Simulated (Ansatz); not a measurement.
# Rh(110) / 1 layer Cu(110) / Rh(110): resistance against film thickness, part 2 of 2

Aim: what a thin film of another metal adds to the resistance, first Rh(110) / 1 layer Cu(110) / Rh(110).

Ansatz 0.2.0; Ansatz plane-wave DFT, PBE, PAW files; ballistic transport by layer matching (Landauer), zero bias; PAW set soft_1.

So far. Step 2 (With 1 layer): The lead's potential steps by 9.9 meV from period to period, small in itself. The program estimates the junction's conductance to 3.6 % from the k-mesh, 0.1 % from the leads' distance from neutral and 30 % from their steps; more lead layers would test the latter.

### Step 3. With 3 layers, film layers 3

The stack now holds 3 film layers; the k-mesh follows the cell, and the energies span -0.27 to 0.27 eV.

System of this step: Rh(110) / 3 layers Cu(110) / Rh(110). The cell holds 16 atoms: 13 Rh and 3 Cu. Its edges and angles: a = 2.689 Å, b = 3.803 Å, c = 20.944 Å, α = 90.0°, β = 90.0°, γ = 90.0°. It derives from Rh and Cu. Regions: lead, 13 atoms (13 Rh); films, 3 atoms (3 Cu). The structure is stacked along c, and the current runs across the ab planes.

input.yaml reads:

```yaml
crystal:
  lattice:
    - [2.6891977995, 0.0, 0.0]
    - [0.0, 3.8031, 0.0]
    - [0.0, 0.0, 20.9440519208]
  atoms:
    - { symbol: Rh, position: [0.0, 0.0, 0.0320997796] }
    - { symbol: Rh, position: [0.5, 0.5, 0.0962993387] }
    - { symbol: Rh, position: [0.0, 0.0, 0.1604988978] }
    - { symbol: Rh, position: [0.5, 0.5, 0.224698457] }
    - { symbol: Rh, position: [0.0, 0.0, 0.2888980161] }
    - { symbol: Rh, position: [0.5, 0.5, 0.3530975752] }
    - { symbol: Cu, position: [0.0, 0.0, 0.4127649767] }
    - { symbol: Cu, position: [0.5, 0.5, 0.4679002204] }
    - { symbol: Cu, position: [0.0, 0.0, 0.5230354642] }
    - { symbol: Rh, position: [0.5, 0.5, 0.5827028656] }
    - { symbol: Rh, position: [0.0, 0.0, 0.6469024248] }
    - { symbol: Rh, position: [0.5, 0.5, 0.7111019839] }
    - { symbol: Rh, position: [0.0, 0.0, 0.775301543] }
    - { symbol: Rh, position: [0.5, 0.5, 0.8395011022] }
    - { symbol: Rh, position: [0.0, 0.0, 0.9037006613] }
    - { symbol: Rh, position: [0.5, 0.5, 0.9679002204] }
kpoints:
  mp_grid: { grid: [14, 10, 2] }
hamiltonian:
  xc: pbe
  pseudopotentials: { kind: paw, azcp: { folder: soft_1 } }
scf:
  occupations: { method: fermi_dirac, width: 0.1 }
output:
  transmission:
    leads: [[0, 1]]
    kmesh: [28, 20]
    e_range: [-0.27, 0.27]
    de: 0.036
  write_potential: true
  write_density: true
  volumetric_format: npy
```

The run is started by

```sh
ansatz run input.yaml --threads 4 --pin off --max-ram 8192MiB --backend cpu --events-out ev --progress --plain --runs-dir out
```

Numbers of over 12 decimals in the logs are rounded to 6 here.

Output:

```text
[...]
Crystal: 16 atoms, lattice volume = 214.201 Å³
Basis set: ecut = 420 eV, 4205 PW (Γ)
Bands: 167, of which v1, the nominal top of the filled ones, is band 139 counted from 1 (138 counted from 0)
Symmetry: 8 space group operations
[...]
k-points: 96 of 280
[...]
--- Transmission ---
  basis      : 89 plane waves across, 39 finite elements along
  points     : 165, standing for a mesh of 28 x 20
[...]
filled         : 3.4 meV under the level at which it is neutral
    channels       : 3.071429e0 a spin
[...]
slowest decay  : 0.0083 /Å at (0.3929, 0.3500)
  junction   : crystal 0 to crystal 0, 0.00 to 18.25 Å
    transmission   : 1.104339e0 a spin
[...]
resistance     : 7.5222e-4 Ω µm² beyond half of each lead's own
[key lines of the parts left out:]
SCF converged after 13 iterations
Free energy (F): -103113.449001 eV
Fermi energy:    21.347548 eV
```

Run time: 5.1 min. Hardware: 4 threads of Arm Neoverse V2, shared host; peak memory 2.6 GiB.

Numbers from this step:

* free energy: -103113.4490 eV
* energy at zero smearing: -103113.1246 eV
* Fermi energy: 21.35 eV
* step of the lead's potential: 14.3 meV
* estimated errors of the lead's conductance: 0, 3.4, 0.1 % (band edges, k-mesh, distance from neutral)
* lead conductance per cell: 3.046 G₀
* conductance of the junction: 8.44e14 S/m²
* junction conductance per cell: 1.113 G₀
* estimated errors of the junction's conductance: 0.1, 0.3, 3.4, 12.2, 0.1 % (energy step, band edges, k-mesh, leads' steps, distance from neutral)
* area resistance that the stack adds (contact term taken off, spin by spin): 0.7522 fΩ m²

Per spin. Table of transmission, zone mean by energy, zero at the Fermi level:

```
energy (eV)  transmission, zone mean
     -0.270                     1.25
     -0.234                     1.22
     -0.198                     1.20
     -0.162                     1.17
     -0.126                     1.17
     -0.090                     1.14
     -0.054                     1.12
     -0.018                     1.12
      0.018                     1.10
      0.054                     1.09
      0.090                     1.07
      0.126                     1.06
      0.162                     1.04
      0.198                     1.04
      0.234                     1.03
      0.270                    0.986
```

The conductance of the junction is 8.4e14 S/m², 35 % under the 1.3e15 S/m² of the last finished run.

### Step 4. With 5 layers, film layers 5

The stack now holds 5 film layers; the k-mesh follows the cell, and the energies span -0.27 to 0.27 eV.

System of this step: Rh(110) / 5 layers Cu(110) / Rh(110). The cell holds 18 atoms: 13 Rh and 5 Cu. Cell: a = 2.689 Å, b = 3.803 Å, c = 23.254 Å, α = 90.0°, β = 90.0°, γ = 90.0°. It derives from Rh and Cu. Regions: lead, 13 atoms (13 Rh); films, 5 atoms (5 Cu). The structure is stacked along c, and the current runs across the ab planes.

input.yaml, the sections that differ from step 3:

```yaml
crystal:
  lattice:
    - [2.6891977995, 0.0, 0.0]
    - [0.0, 3.8031, 0.0]
    - [0.0, 0.0, 23.2535627366]
  atoms:
    - { symbol: Rh, position: [0.0, 0.0, 0.0289116751] }
    - { symbol: Rh, position: [0.5, 0.5, 0.0867350252] }
    - { symbol: Rh, position: [0.0, 0.0, 0.1445583753] }
    - { symbol: Rh, position: [0.5, 0.5, 0.2023817254] }
    - { symbol: Rh, position: [0.0, 0.0, 0.2602050756] }
    - { symbol: Rh, position: [0.5, 0.5, 0.3180284257] }
    - { symbol: Cu, position: [0.0, 0.0, 0.3717697456] }
    - { symbol: Cu, position: [0.5, 0.5, 0.4214290353] }
    - { symbol: Cu, position: [0.0, 0.0, 0.4710883249] }
    - { symbol: Cu, position: [0.5, 0.5, 0.5207476146] }
    - { symbol: Cu, position: [0.0, 0.0, 0.5704069043] }
    - { symbol: Rh, position: [0.5, 0.5, 0.6241482242] }
    - { symbol: Rh, position: [0.0, 0.0, 0.6819715743] }
    - { symbol: Rh, position: [0.5, 0.5, 0.7397949244] }
    - { symbol: Rh, position: [0.0, 0.0, 0.7976182746] }
    - { symbol: Rh, position: [0.5, 0.5, 0.8554416247] }
    - { symbol: Rh, position: [0.0, 0.0, 0.9132649748] }
    - { symbol: Rh, position: [0.5, 0.5, 0.9710883249] }
# kpoints, hamiltonian, scf, output: as in step 3
```

Output:

```text
[...]
Crystal: 18 atoms, lattice volume = 237.821 Å³
Basis set: ecut = 420 eV, 4665 PW (Γ)
Bands: 190, of which v1, the nominal top of the filled ones, is band 158 counted from 1 (157 counted from 0)
Symmetry: 8 space group operations
[...]
k-points: 96 of 280
[...]
--- Transmission ---
  basis      : 89 plane waves across, 45 finite elements along
  points     : 165, standing for a mesh of 28 x 20
[...]
filled         : 4.6 meV under the level at which it is neutral
    channels       : 3.071429e0 a spin
[...]
slowest decay  : 0.0103 /Å at (0.3929, 0.3500)
  junction   : crystal 0 to crystal 0, 0.00 to 20.56 Å
    transmission   : 1.038954e0 a spin
[...]
resistance     : 8.3334e-4 Ω µm² beyond half of each lead's own
[key lines of the parts left out:]
SCF converged after 13 iterations
Free energy (F): -116363.622889 eV
Fermi energy:    20.850575 eV
```

Run time: 5.6 min. Hardware: 4 threads; peak memory 3.1 GiB.

Numbers from this step:

```
free energy                                                                : -116363.6229 eV
energy at zero smearing                                                    : -116363.2924 eV
Fermi energy                                                               : 20.85 eV
step of the lead's potential                                               : 15.6 meV
lead conductance per cell                                                  : 3.045 G₀
conductance of the junction                                                : 7.89e14 S/m²
junction conductance per cell                                              : 1.042 G₀
estimated errors of the junction's conductance                             : 0.1, 0.4, 4.5, 43.5, 0 % (energy step, band edges, k-mesh, leads' steps, distance from neutral)
area resistance that the stack adds (contact term taken off, spin by spin) : 0.8333 fΩ m²
```

Per spin. The transmission, zone mean by energy, zero at the Fermi level:

```csv
energy (eV),"transmission, zone mean"
-0.270,1.10
-0.234,1.08
-0.198,1.07
-0.162,1.06
-0.126,1.07
-0.090,1.06
-0.054,1.03
-0.018,1.03
0.018,1.04
0.054,1.06
0.090,1.04
0.126,1.05
0.162,1.05
0.198,1.06
0.234,1.05
0.270,1.01
```

The conductance of the junction is 7.9e14 S/m², 6.4 % under the 8.4e14 S/m² of the last finished run, no more than the error estimates, leads' steps apart, of 3.4 and 4.5 % together. The estimate from the leads' steps, 44 %, is larger still.

### Step 5. With 7 layers, k-mesh 14×10×1, film layers 7

The stack now holds 7 film layers; the k-mesh follows the cell, and the energies span -0.27 to 0.27 eV.

System of this step: Rh(110) / 7 layers Cu(110) / Rh(110). The cell holds 20 atoms: 13 Rh and 7 Cu. Cell: a = 2.689 Å, b = 3.803 Å, c = 25.563 Å, α = 90.0°, β = 90.0°, γ = 90.0°. It derives from Rh and Cu. Regions: lead, 13 atoms (13 Rh); films, 7 atoms (7 Cu). The structure is stacked along c, and the current runs across the ab planes.

input.yaml reads:

```yaml
crystal:
  lattice:
    - [2.6891977995, 0.0, 0.0]
    - [0.0, 3.8031, 0.0]
    - [0.0, 0.0, 25.5630735525]
  atoms:
    - { symbol: Rh, position: [0.0, 0.0, 0.0262996329] }
    - { symbol: Rh, position: [0.5, 0.5, 0.0788988987] }
    - { symbol: Rh, position: [0.0, 0.0, 0.1314981644] }
    - { symbol: Rh, position: [0.5, 0.5, 0.1840974302] }
    - { symbol: Rh, position: [0.0, 0.0, 0.236696696] }
    - { symbol: Rh, position: [0.5, 0.5, 0.2892959618] }
    - { symbol: Cu, position: [0.0, 0.0, 0.3381819907] }
    - { symbol: Cu, position: [0.5, 0.5, 0.3833547828] }
    - { symbol: Cu, position: [0.0, 0.0, 0.428527575] }
    - { symbol: Cu, position: [0.5, 0.5, 0.4737003671] }
    - { symbol: Cu, position: [0.0, 0.0, 0.5188731592] }
    - { symbol: Cu, position: [0.5, 0.5, 0.5640459514] }
    - { symbol: Cu, position: [0.0, 0.0, 0.6092187435] }
    - { symbol: Rh, position: [0.5, 0.5, 0.6581047725] }
    - { symbol: Rh, position: [0.0, 0.0, 0.7107040382] }
    - { symbol: Rh, position: [0.5, 0.5, 0.763303304] }
    - { symbol: Rh, position: [0.0, 0.0, 0.8159025698] }
    - { symbol: Rh, position: [0.5, 0.5, 0.8685018356] }
    - { symbol: Rh, position: [0.0, 0.0, 0.9211011013] }
    - { symbol: Rh, position: [0.5, 0.5, 0.9737003671] }
kpoints:
  mp_grid: { grid: [14, 10, 1] }
hamiltonian:
  xc: pbe
  pseudopotentials: { kind: paw, azcp: { folder: soft_1 } }
scf:
  occupations: { method: fermi_dirac, width: 0.1 }
output:
  transmission:
    leads: [[0, 1]]
    kmesh: [28, 20]
    e_range: [-0.27, 0.27]
    de: 0.036
  write_potential: true
  write_density: true
  volumetric_format: npy
```

Output:

```text
[...]
Crystal: 20 atoms, lattice volume = 261.441 Å³
Basis set: ecut = 420 eV, 5145 PW (Γ)
Bands: 213, of which v1, the nominal top of the filled ones, is band 177 counted from 1 (176 counted from 0)
Symmetry: 8 space group operations
[...]
k-points: 48 of 140
[...]
--- Transmission ---
  basis      : 89 plane waves across, 49 finite elements along
  points     : 165, standing for a mesh of 28 x 20
[...]
filled         : 6.7 meV over the level at which it is neutral
    channels       : 3.085714e0 a spin
[...]
slowest decay  : 0.0086 /Å at (0.4286, 0.4500)
  junction   : crystal 0 to crystal 0, 0.00 to 22.87 Å
    transmission   : 1.046182e0 a spin
[...]
resistance     : 8.3418e-4 Ω µm² beyond half of each lead's own
[key lines of the parts left out:]
SCF converged after 14 iterations
Free energy (F): -129613.771941 eV
Fermi energy:    20.469503 eV
```

Elapsed: 5.6 min, on 4 threads; peak memory 2.5 GiB.

This step gave:

```yaml
free_energy: -129613.7719 eV
energy_at_zero_smearing: -129613.4314 eV
fermi_energy: 20.47 eV
step_of_the_lead_s_potential: 15.3 meV
estimated_errors_of_the_lead_s_conductance: 0, 3.3, 0.2 % (band edges, k-mesh, distance from neutral)
lead_conductance_per_cell: 3.055 G₀
conductance_of_the_junction: 7.90e14 S/m²
estimated_errors_of_the_junction_s_conductance: 0.3, 0.3, 5.2, 7.2, 0 % (energy step, band edges, k-mesh, leads' steps, distance from neutral)
area_resistance_that_the_stack_adds_contact_term_taken_off_spin_by_spin: 0.8342 fΩ m²
```

Per spin. Table of transmission, zone mean by energy, zero at the Fermi level:

| energy (eV) | transmission, zone mean |
| --- | --- |
| -0.270 | 1.06 |
| -0.234 | 1.04 |
| -0.198 | 1.04 |
| -0.162 | 1.05 |
| -0.126 | 1.05 |
| -0.090 | 1.04 |
| -0.054 | 1.04 |
| -0.018 | 1.05 |
| 0.018 | 1.05 |
| 0.054 | 1.05 |
| 0.090 | 1.04 |
| 0.126 | 1.05 |
| 0.162 | 1.04 |
| 0.198 | 1.05 |
| 0.234 | 1.03 |
| 0.270 | 1.01 |

The conductance of the junction is 7.9e14 S/m², 0.054 % over the 7.9e14 S/m² of the last finished run, within the error estimates, leads' steps apart, of 4.5 and 5.2 %.

### Step 6. With 9 layers, k-mesh 14×10×1, film layers 9

The stack now holds 9 film layers; the k-mesh follows the cell, and the energies span -0.27 to 0.27 eV.

System of this step: Rh(110) / 9 layers Cu(110) / Rh(110). The cell holds 22 atoms: 13 Rh and 9 Cu. Its edges and angles: a = 2.689 Å, b = 3.803 Å, c = 27.873 Å, α = 90.0°, β = 90.0°, γ = 90.0°. It derives from Rh and Cu. Regions: lead, 13 atoms (13 Rh); films, 9 atoms (9 Cu). The structure is stacked along c, and the current runs across the ab planes.

input.yaml, the sections that differ from step 5:

```yaml
crystal:
  lattice:
    - [2.6891977995, 0.0, 0.0]
    - [0.0, 3.8031, 0.0]
    - [0.0, 0.0, 27.8725843684]
  atoms:
    - { symbol: Rh, position: [0.0, 0.0, 0.0241204562] }
    - { symbol: Rh, position: [0.5, 0.5, 0.0723613685] }
    - { symbol: Rh, position: [0.0, 0.0, 0.1206022809] }
    - { symbol: Rh, position: [0.5, 0.5, 0.1688431933] }
    - { symbol: Rh, position: [0.0, 0.0, 0.2170841056] }
    - { symbol: Rh, position: [0.5, 0.5, 0.265325018] }
    - { symbol: Cu, position: [0.0, 0.0, 0.3101603708] }
    - { symbol: Cu, position: [0.5, 0.5, 0.351590164] }
    - { symbol: Cu, position: [0.0, 0.0, 0.3930199573] }
    - { symbol: Cu, position: [0.5, 0.5, 0.4344497506] }
    - { symbol: Cu, position: [0.0, 0.0, 0.4758795438] }
    - { symbol: Cu, position: [0.5, 0.5, 0.5173093371] }
    - { symbol: Cu, position: [0.0, 0.0, 0.5587391303] }
    - { symbol: Cu, position: [0.5, 0.5, 0.6001689236] }
    - { symbol: Cu, position: [0.0, 0.0, 0.6415987169] }
    - { symbol: Rh, position: [0.5, 0.5, 0.6864340697] }
    - { symbol: Rh, position: [0.0, 0.0, 0.734674982] }
    - { symbol: Rh, position: [0.5, 0.5, 0.7829158944] }
    - { symbol: Rh, position: [0.0, 0.0, 0.8311568067] }
    - { symbol: Rh, position: [0.5, 0.5, 0.8793977191] }
    - { symbol: Rh, position: [0.0, 0.0, 0.9276386315] }
    - { symbol: Rh, position: [0.5, 0.5, 0.9758795438] }
# kpoints, hamiltonian, scf, output: as in step 5
```

Output:

```text
[...]
Crystal: 22 atoms, lattice volume = 285.061 Å³
Basis set: ecut = 420 eV, 5589 PW (Γ)
Bands: 236, of which v1, the nominal top of the filled ones, is band 196 counted from 1 (195 counted from 0)
Symmetry: 8 space group operations
[...]
k-points: 48 of 140
[...]
--- Transmission ---
  basis      : 89 plane waves across, 51 finite elements along
  points     : 165, standing for a mesh of 28 x 20
[...]
filled         : 15.9 meV under the level at which it is neutral
    channels       : 3.089286e0 a spin
[...]
slowest decay  : 0.0220 /Å at (0.3929, 0.3500)
  junction   : crystal 0 to crystal 0, 0.00 to 25.18 Å
    transmission   : 1.043699e0 a spin
[...]
resistance     : 8.3438e-4 Ω µm² beyond half of each lead's own
[key lines of the parts left out:]
SCF converged after 14 iterations
Free energy (F): -142863.927610 eV
Fermi energy:    20.093256 eV
```

It took 6 min on 4 threads; peak memory 3 GiB.

This step gave:

```yaml
free_energy: -142863.9276 eV
energy_at_zero_smearing: -142863.5725 eV
fermi_energy: 20.09 eV
step_of_the_lead_s_potential: 14.4 meV
ballistic_conductance_of_the_lead: 2.30e15 S/m²
estimated_errors_of_the_lead_s_conductance: 0, 3.4, 0.5 % (band edges, k-mesh, distance from neutral)
lead_conductance_per_cell: 3.033 G₀
conductance_of_the_junction: 7.88e14 S/m²
junction_conductance_per_cell: 1.040 G₀
estimated_errors_of_the_junction_s_conductance: 0.4, 0.1, 4.9, 7.5, 0.1 % (energy step, band edges, k-mesh, leads' steps, distance from neutral)
area_resistance_that_the_stack_adds_contact_term_taken_off_spin_by_spin: 0.8344 fΩ m²
```

Per spin. Table of transmission, zone mean by energy, zero at the Fermi level:

| energy (eV) | transmission, zone mean |
| --- | --- |
| -0.270 | 1.01 |
| -0.234 | 0.997 |
| -0.198 | 1.01 |
| -0.162 | 1.02 |
| -0.126 | 1.02 |
| -0.090 | 1.03 |
| -0.054 | 1.04 |
| -0.018 | 1.05 |
| 0.018 | 1.04 |
| 0.054 | 1.04 |
| 0.090 | 1.05 |
| 0.126 | 1.05 |
| 0.162 | 1.06 |
| 0.198 | 1.06 |
| 0.234 | 1.05 |
| 0.270 | 1.02 |

The conductance of the junction is 7.9e14 S/m², 0.27 % under the 7.9e14 S/m² of the last finished run, within the error estimates, leads' steps apart, of 5.2 and 4.9 %.

### Step 7. The ladder

Times are for 4 threads of Arm Neoverse V2, shared host. The series side by side:

```csv
no.,film layers,"area resistance that the stack adds (contact term taken off, spin by spin) (fΩ m²)",conductance of the junction (S/m²),time,memory (GiB)
1,1,0.3402,1.29e15,9.1 min,2
2,3,0.7522,8.44e14,5.1 min,2.6
3,5,0.8333,7.89e14,5.6 min,3.1
4,7,0.8342,7.90e14,5.6 min,2.5
5,9,0.8344,7.88e14,6 min,3.0
```

### Step 8. What came out

```
area resistance, 1 layer  : 0.340 fΩ m²
area resistance, 3 layers : 0.752 fΩ m²
area resistance, 5 layers : 0.833 fΩ m²
area resistance, 7 layers : 0.834 fΩ m²
area resistance, 9 layers : 0.834 fΩ m²
```

What this shows: The stack adds 0.34 fΩ m² with 1 layer and 0.83 fΩ m² with 9. From 3 layers on no step exceeds the two runs' error estimates together, as expected where only the two interfaces scatter; half the mean, 0.41 fΩ m², is a rough coherent figure for one interface. Atoms sit on ideal sites and aren't relaxed. The program's estimate of the error from the leads' steps alone runs to 44 %, although the steps are small; only longer leads would test it. Cu(110) is stretched by 5.2 % in plane to fit Rh(110). 1 further run is left out: refused by the program, or repeats without effect or without named leads.

[Logs are printed without paths, hosts, clocks, repeated set-up lines and the standing remarks that a program may print on its own settings, such as how far it seeks lower states.]

[Hosts, paths, dates, database ids (printed as entryN), source tags and the programs' standing remarks are cut or masked in the printed files.]
